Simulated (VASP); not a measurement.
Wanted: the native input for a VASP 6.6.1 run.

| Property | Result |
| --- | --- |
| Task | single point |
| Functional | PBE |
| Dispersion | D3(BJ) |
| Potentials or basis | VASP PAW PBE potentials, release 64 (Ca_sv, S) |
| Cutoff | 520 eV |
| k mesh | 8 × 8 × 8 |
| Occupations | gaussian, width 0.02 eV |
| Spin | no spin polarisation |
| Dipole correction | no |
| Further INCAR settings | ALGO = Fast; EDIFF = 1e-07; NBANDS = 15 |

The structure of CaS lies in POSCAR:

```
CaS
1.0
    0.0000000000      2.8170215021      2.8170215021
    2.8170215021      0.0000000000      2.8170215021
    2.8170215021      2.8170215021      0.0000000000
Ca S
1 1
Direct
    0.0000000000      0.0000000000      0.0000000000
    0.5000000000      0.5000000000      0.5000000000
```

The cell comes from a database or a generator and needn't be the stable form of this composition.

The input as run:

INCAR

```
PREC = Accurate
ENCUT = 520
EDIFF = 1E-7
ISMEAR = 0
SIGMA = 0.02
LREAL = False
LASPH = True
NELM = 100
ALGO = Fast
ISIF = 2
LWAVE = False
LCHARG = True
GGA = PE
IVDW = 12
LELF = True
LVHAR = True
NBANDS = 15
```

KPOINTS

```
Automatic mesh
0
Gamma
  8 8 8
```

Potentials or basis: VASP PAW PBE potentials, release 64 (Ca_sv, S).

Run with:

```bash
$ cat potpaw_PBE.64/Ca_sv/POTCAR potpaw_PBE.64/S/POTCAR > POTCAR
$ mpirun -np 1 vasp_std > vasp.out
```

Results of the run:

```json
{"Pressure": "0.2 GPa", "Band gap on the k mesh": "2.28 eV, indirect (least direct gap 3.11 eV)", "Dispersion energy per atom": "-0.346 eV"}
```

Run time: 16 s on 1 thread of AMD EPYC 9R45 96-Core Processor (Zen 5) (shared host), peak memory 0.15 GiB.
